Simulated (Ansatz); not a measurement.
(001) slab cut from the bulk of Si, 15 Å of vacuum:

```
CELL_PARAMETERS angstrom
3.83191 0.00000 0.00000
-1.91595 3.31853 0.00000
0.00000 0.00000 28.48386
ATOMIC_POSITIONS crystal
Si 0.33333 0.66667 0.26331
Si 0.66667 0.33333 0.29140
Si 0.66667 0.33333 0.37463
Si 0.33333 0.66667 0.40272
Si 0.33333 0.66667 0.48595
Si 0.66667 0.33333 0.51405
Si 0.66667 0.33333 0.59728
Si 0.33333 0.66667 0.62537
Si 0.33333 0.66667 0.70860
Si 0.66667 0.33333 0.73669
```

Computed with DFT r2SCAN, scalar-relativistic, plane waves, PAW in Ansatz 0.2.0. Plane waves to 500 eV, a k mesh through Γ of 9×9×1 on the computed 10-atom cell and Gaussian smearing (0.05 eV); no spin polarisation. A dipole correction removes the field between periodic images along c.

This base run converges in 11 iterations with a largest force of 0.830 eV/Å and a work function of 4.92 eV on the top face.

One setting at a time is then changed, some of them on purpose to poor values; changes count from the base run, energies are extrapolated to zero smearing, γ keeps the base's bulk energy, atoms stay where they are, and risky runs are capped at 50 to 100 iterations.

(1) What does each change do? vacuum of 10 Å; cutoff 200 eV; k mesh 1×9×1; k mesh 4×4×1; vacuum of 3 Å; no dipole correction, vacuum of 15 Å; k mesh 1×1×1; cutoff 120 eV.

In some of the runs (vacuum 10, vacuum 3) charge leaks into the vacuum, so their work functions can be off.

## Answers

(1)
| change | outcome | SCF iterations | ΔE (meV/atom) | Δγ (J/m²) | Δφ top (eV) | largest force (eV/Å) | largest change of a force (eV/Å) |
| --- | --- | --- | --- | --- | --- | --- | --- |
| vacuum of 10 Å | converged with warnings | 11 | 0.0 | 0.000 | 0.00 | 0.830 | 0.000 |
| cutoff 200 eV | converged with warnings | 11 | +179.4 |  | -0.02 | 0.825 | 0.162 |
| k mesh 1×9×1 | converged with warnings | 11 | +1356.8 | +8.548 | +0.31 | 1.382 | 0.623 |
| k mesh 4×4×1 | converged | 9 | +46.7 | +0.294 | +0.11 | 0.546 | 0.284 |
| vacuum of 3 Å | converged with warnings | 10 | -82.3 | -0.518 |  | 0.569 | 0.895 |
| no dipole correction, vacuum of 15 Å | converged | 11 | 0.0 | 0.000 |  | 0.830 | 0.000 |
| k mesh 1×1×1 | converged | 22 | +4132.2 | +26.031 |  | 2.903 | 2.072 |
| cutoff 120 eV | converged with warnings | 11 | +455.0 |  | -0.03 | 0.822 | 0.249 |

The reference crystal is a form of Si, which isn't its usual structure.

Cost: 9 runs of about 5.9 core-minutes in all, on AMD EPYC (Zen 3) (shared hosts).